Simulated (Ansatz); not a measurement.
# Structures of CdSe$_{3}$: which is lowest?

Plane-wave DFT in Ansatz with scalar-relativistic PAW potentials, cutoff 420 eV, Γ-centred meshes chosen by cell and gap, Gaussian smearing with energies taken to zero width. Every cell was relaxed (cell and atoms) in a run of its own, within the symmetry of its start. Functional: PBE.

Relaxed structures (starts from databases or built by putting these elements on another compound's sites):
A. Pm-3n, 8 atoms in the computed cell, a = 5.610 Å; sites (symmetry × multiplicity) Cd m-3. × 2, Se -4m.2 × 6; start: built
B. I4/mmm, 4 atoms in the computed cell, a = 3.783 Å, c = 17.516 Å; sites (symmetry × multiplicity) Cd 4/mmm × 2, Se -4m2 × 4 + 4/mmm × 2; start: built

Task: Rank them by energy. Could pressure change the order?

Result:
```csv
structure,group,E − E(lowest) (meV/atom),V (Å³/atom),gap on mesh (eV)
B,I4/mmm,0.0,31.33,0.00
A,Pm-3n,379,22.07,0.00
```

B is lowest, 379 meV/atom under A. A is denser by 9.27 Å³/atom, so pressure favours it: ΔE/ΔV, with ΔE in eV and 1 eV/Å³ = 160.2 GPa, gives about 7 GPa for equal enthalpy if both cells were rigid, a rough figure since the two compress differently. Without a dispersion term the weakly bound lowest cell is too large, so ΔV and this pressure are artefacts in part: a slight pressure closes the gap between layers first. Other structures may lie lower than all of these, and vibrations aren't counted.

Spin polarisation was left out, and a magnetic state may lie lower.